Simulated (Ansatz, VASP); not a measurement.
**One calculation of Ga, two programs**

File INCAR:

```
PREC     = Accurate       # precision mode
ENCUT    = 520            # plane-wave cutoff, eV
EDIFF    = 1E-7           # SCF threshold, eV
ISMEAR   = -1             # smearing method
SIGMA    = 0.05           # smearing width, eV
LREAL    = False          # projectors in reciprocal space
LASPH    = True           # aspherical terms in the spheres
NELM     = 100            # most SCF steps
ALGO     = Normal         # electronic algorithm
ISIF     = 2              # what is computed and relaxed
LWAVE    = False          # write WAVECAR
LCHARG   = False          # write CHGCAR
NBANDS   = 20             # bands
```

Contents of KPOINTS:

```
Automatic mesh
0
Gamma
  10 10 8
```

File POSCAR:

```
Ga
1.0
    1.4304030031     -4.0100608329      0.0000000000
    1.4304030031      4.0100608329      0.0000000000
    0.0000000000      0.0000000000      3.1271569103
Ga
2
Direct
    0.1330000000      0.8670000000      0.7500000000
    0.8670000000      0.1330000000      0.2500000000
```

Contents of input.yaml:

```yaml
crystal:
  lattice:
    - [1.4304030031, -4.0100608329, 0.0]
    - [1.4304030031, 4.0100608329, 0.0]
    - [0.0, 0.0, 3.1271569103]
  atoms:
    - { symbol: Ga, position: [0.133, 0.867, 0.75] }
    - { symbol: Ga, position: [0.867, 0.133, 0.25] }
kpoints:
  mp_grid: { grid: [10, 10, 8] }
scf:
  occupations: { method: fermi_dirac, width: 0.05 }
hamiltonian:
  xc: lda
  pseudopotentials: { kind: all_electron, lapw: { basis_error: 0.001 } }
output:
  forces: true
  stress: true
  eigenvalues: true
```

Change from the starting cell: volume scaled by 0.96.

Alike in both runs: task single point; functional LDA; k mesh 10 × 10 × 8; occupations fermi-dirac, width 0.05 eV; no spin polarisation.

```csv
,VASP,Ansatz
version,VASP 6.6.1,Ansatz 0.2.0
potentials or method,"VASP PAW LDA potentials, release 64 (Ga_d)","all-electron LAPW, scalar-relativistic"
plane-wave cutoff (eV),520,see its input
```

Ansatz gave:

| Quantity | Value |
| --- | --- |
| gap on the k mesh at the Fermi level (eV) | none |
| pressure (GPa) | -2.0 |
| largest component of the traceless stress (GPa) | 1.87 |
| rms of the force components (eV/Å) | 0.124 |

What did VASP give for the same quantities?

gap on the k mesh at the Fermi level (eV): none; pressure (GPa): -1.8; largest component of the traceless stress (GPa): 1.90; rms of the force components (eV/Å): 0.126.

Atom by atom the forces differ by 0.002 eV/Å (rms over components). A gap of «none» marks a metal or a gap that the smearing closes. Ansatz ran all-electron here, so the differences hold the error of VASP's frozen core and of both bases.
